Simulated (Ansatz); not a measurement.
The system is Pt.

```
Pt
1.0
     0.00000    1.96090    1.96090
     1.96090    0.00000    1.96090
     1.96090    1.96090    0.00000
Pt
1
Direct
  0.00000 0.00000 0.00000
```

| Property | Result |
| --- | --- |
| Program | Ansatz 0.2.0 |
| Task | relaxation of cell and atoms |
| Functional | PBEsol |
| Dispersion | D4 |
| Potentials or basis | all-electron LAPW, scalar-relativistic |
| Basis error allowed | 0.001 eV/atom |
| k mesh | 12 × 12 × 12 |
| Occupations | fermi-dirac, width 0.05 eV |
| Spin | no spin polarisation |

At the start: volume 15.08 Å³/atom.

Q: Where does the relaxation end?

A: Over 4 steps the energy falls by 4.0 meV/atom and the volume is 14.82 Å³/atom (-1.7 %); space group Fm-3m (No. 225, to 0.05 Å).

Step by step:
| step | energy change (eV) | largest force (eV/Å) | volume (Å³) |
| --- | --- | --- | --- |
| 1 | 0.0000 | 0.0000 | 15.08 |
| 2 | -0.0040 | 0.0000 | 14.84 |
| 3 | -0.0040 | 0.0000 | 14.82 |
| 4 | -0.0040 | 0.0000 | 14.82 |

Final structure:
```
CELL_PARAMETERS angstrom
0.00000 1.94968 1.94968
1.94968 0.00000 1.94968
1.94968 1.94968 0.00000
ATOMIC_POSITIONS crystal
Pt 0.00000 0.00000 0.00000
```
